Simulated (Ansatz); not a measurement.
# WC (CsCl type) under strong compression

```
CELL_PARAMETERS angstrom
2.72708 0.00000 0.00000
0.00000 2.72708 0.00000
0.00000 0.00000 2.72708
ATOMIC_POSITIONS crystal
W 0.00000 0.00000 0.00000
C 0.50000 0.50000 0.50000
```

The cell comes from a relaxation on PAW files under the same functional, begun from a prototype that needn't be the stable phase.

Its volume is scaled at fixed shape and fractional positions.

Computed with Ansatz 0.2.0; functional PBE, scalar-relativistic. Settings: a Γ-centred 15×15×15 k mesh, Fermi–Dirac smearing of 0.08 eV, no spin polarisation. Methods: LAPW: all electrons, basis error target 1 meV/atom; PAW: frozen-core files, cutoff 420 eV; crystal datasets: all electrons, by PAW datasets that the program makes for each cell; norm-conserving: pseudopotentials, cutoff 1116 eV; PAW (partial waves polarizable): frozen-core files, cutoff 420 eV.

Energies are extrapolated to zero smearing and count from the unscaled cell; pressure is positive in compression; gaps take the mesh and a band path. No temperature or zero-point motion is included.

Spin–orbit coupling is left out, which matters for the heavy atoms.

```
V/V0  V (Å³/atom)  P LAPW (GPa)  ΔE LAPW (eV/atom)  P PAW − LAPW (GPa)  ΔE PAW − LAPW (meV/atom)
1.00        10.14          0.17              0.000               -0.17                       0.0
0.94         9.53          25.9              0.047               -0.09                      -0.5
0.88         8.92          61.4              0.209                0.02                      -0.6
0.80         8.11         130.3              0.682                0.29                       0.1
0.72         7.30             ?              1.593                0.71                       2.6
0.64         6.49             ?              3.191                1.48                       7.8
0.55         5.58         742.4              6.371                3.21                      21.1
```

Problem. Give the missing entry: row "0.64", column "P LAPW (GPa)".

Solution. 408.0.

Problem. What belongs in the row "0.72", column "P LAPW (GPa)"?

Solution. 237.4.

Problem. Fit the Vinet equation to the LAPW pressures over the whole range, with residuals weighted by 1/(|P| + 0.03·Pmax).

Solution. V0 = 10.15 Å³/atom, B0 = 360 GPa and B0′ = 4.43, and the fit misses no point by more than 4.4 GPa. A fit over so wide a range pins B0 less well than one near rest.

Problem. At the smallest volume, how far do crystal datasets and norm-conserving and PAW (partial waves polarizable) lie from LAPW in pressure?

Solution. crystal datasets: 0.00 GPa; norm-conserving: +6.25 GPa; PAW (partial waves polarizable): +3.21 GPa, on a LAPW pressure of 742.4 GPa.

Problem. How do the Löwdin populations by LAPW change from the unscaled cell to the last row?

Solution. W 5s 1.95 → 1.87, W 6s 0.55 → 0.43, W 5p 5.99 → 5.93, W 5d 4.73 → 5.15, C 2s 1.34 → 1.05, C 2p 3.39 → 3.53 electrons an atom. These are projections on the shells that the free atoms fill; 0.06 e a cell lies outside them at the start and 0.06 e at the end.
